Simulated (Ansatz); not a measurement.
Write the native input for Ansatz 0.2.0 that does the following.

```yaml
Task: single point
Functional: PBE
Potentials_or_basis: Ansatz PAW
Cutoff: "420 eV (not typed: the program's choice for these potentials)"
k_mesh: 8 × 8 × 8
Occupations: gaussian, width 0.029 eV
Spin: no spin polarisation
```

The system is InSe.

```
CELL_PARAMETERS angstrom
2.00000 1.15470 8.44000
-2.00000 1.15470 8.44000
0.00000 -2.30940 8.44000
ATOMIC_POSITIONS crystal
In 0.88860 0.88860 0.88860
In 0.00000 0.00000 0.00000
Se 0.17190 0.17190 0.17190
Se 0.38350 0.38350 0.38350
```

One way to write it, as run:

input.yaml

```yaml
crystal:
  lattice:
    - [2.0, 1.1547005384, 8.44]
    - [-2.0, 1.1547005384, 8.44]
    - [0.0, -2.3094010768, 8.44]
  atoms:
    - { symbol: In, position: [0.8886, 0.8886, 0.8886] }
    - { symbol: In, position: [0.0, 0.0, 0.0] }
    - { symbol: Se, position: [0.1719, 0.1719, 0.1719] }
    - { symbol: Se, position: [0.3835, 0.3835, 0.3835] }
hamiltonian:
  xc: pbe
  pseudopotentials: { kind: paw }
kpoints:
  mp_grid: { grid: [8, 8, 8] }
scf:
  occupations: { method: gaussian, width: 0.029 }
output:
  forces: true
  stress: true
  eigenvalues: true
```

Potentials or basis: Ansatz PAW.

Command:

```console
$ ansatz run input.yaml --threads 2 --pin off --max-ram 5632MiB --backend cpu --events-out ev --progress --plain --runs-dir out
```

It gave:

- Pressure: 2.7 GPa
- Largest force: 0.365 eV/Å
- Band gap on the k mesh: 0.44 eV, direct

Caveat: spin-orbit coupling is left out, which moves the levels of the heavy elements.

Wall time 17 s on 2 threads of Intel(R) Xeon(R) Processor @ 2.50GHz (Skylake/Cascade Lake), with other jobs on the host, peak memory 0.51 GiB.
